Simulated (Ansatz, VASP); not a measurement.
This is a calculation of HfO2 for Ansatz 0.2.0.

Contents of input.yaml:

```yaml
crystal:
  lattice:
    - [4.8768762144, 0.0, 0.0]
    - [0.0, 4.8768762144, 0.0]
    - [0.0, 0.0, 3.2475967658]
  atoms:
    - { symbol: Hf, position: [0.5, 0.5, 0.5] }
    - { symbol: Hf, position: [0.0, 0.0, 0.0] }
    - { symbol: O, position: [0.80504488, 0.19495512, 0.5] }
    - { symbol: O, position: [0.69495512, 0.69495512, 0.0] }
    - { symbol: O, position: [0.30504488, 0.30504488, 0.0] }
    - { symbol: O, position: [0.19495512, 0.80504488, 0.5] }
kpoints:
  mp_grid: { grid: [6, 6, 8] }
scf:
  occupations: { method: fermi_dirac, width: 0.05 }
hamiltonian:
  xc: pbesol
  pseudopotentials: { kind: all_electron, lapw: { basis_error: 0.001 } }
output:
  forces: true
  stress: true
  eigenvalues: true
```

Potentials or basis: all-electron LAPW, scalar-relativistic.

Launch:

```console
$ ansatz run input.yaml --threads 4 --pin off --max-ram 12288MiB --backend cpu --events-out ev --progress --plain --runs-dir out
```

Set up the same calculation for VASP 6.6.1. Potentials there: VASP PAW PBE potentials, release 64 (Hf_pv, O).

As run (the cutoff follows the program's own potentials):

The input INCAR:

```
SYSTEM = HfO2
ALGO = Normal ; EDIFF = 1E-7
ENCUT = 520 ; GGA = PS
ISIF = 2 ; ISMEAR = -1
LASPH = .True. ; LCHARG = .False.
LREAL = .False. ; LWAVE = .False.
NBANDS = 31 ; NELM = 100
PREC = Accurate ; SIGMA = 0.05
```

KPOINTS

```
k-points
0
Gamma
  6 6 8
  0 0 0
```

File POSCAR:

```
HfO2
1.0
    4.8768762144      0.0000000000      0.0000000000
    0.0000000000      4.8768762144      0.0000000000
    0.0000000000      0.0000000000      3.2475967658
Hf O
2 4
Direct
    0.5000000000      0.5000000000      0.5000000000
    0.0000000000      0.0000000000      0.0000000000
    0.8050448800      0.1949551200      0.5000000000
    0.6949551200      0.6949551200      0.0000000000
    0.3050448800      0.3050448800      0.0000000000
    0.1949551200      0.8050448800      0.5000000000
```

Potentials or basis: VASP PAW PBE potentials, release 64 (Hf_pv, O).

Launch:

```sh
$ cat potpaw_PBE.64/Hf_pv/POTCAR potpaw_PBE.64/O/POTCAR > POTCAR
$ mpirun -np 1 vasp_std > vasp.out
```

Both were run:

|  | VASP | Ansatz | Ansatz less VASP |
| --- | --- | --- | --- |
| gap on the k mesh at the Fermi level (eV) | 3.72 | 3.78 | +0.053 |
| least direct gap on the mesh (eV) | 3.72 | 3.78 | +0.053 |
| pressure (GPa) | -9.3 | -6.7 | +2.61 |
| largest component of the traceless stress (GPa) | 2.03 | 1.57 | -0.460 |
| rms of the force components (eV/Å) | 0.071 | 0.051 | -0.0206 |

Atom by atom the forces differ by 0.021 eV/Å (rms over components). Ansatz ran all-electron here, so the differences hold the error of VASP's frozen core and of both bases.

Caveats: spin-orbit coupling is left out, which moves the levels of the heavy elements; the PAW data sets were made with another functional, which shifts forces and pressure a little (VASP). A k mesh can miss the band edges.
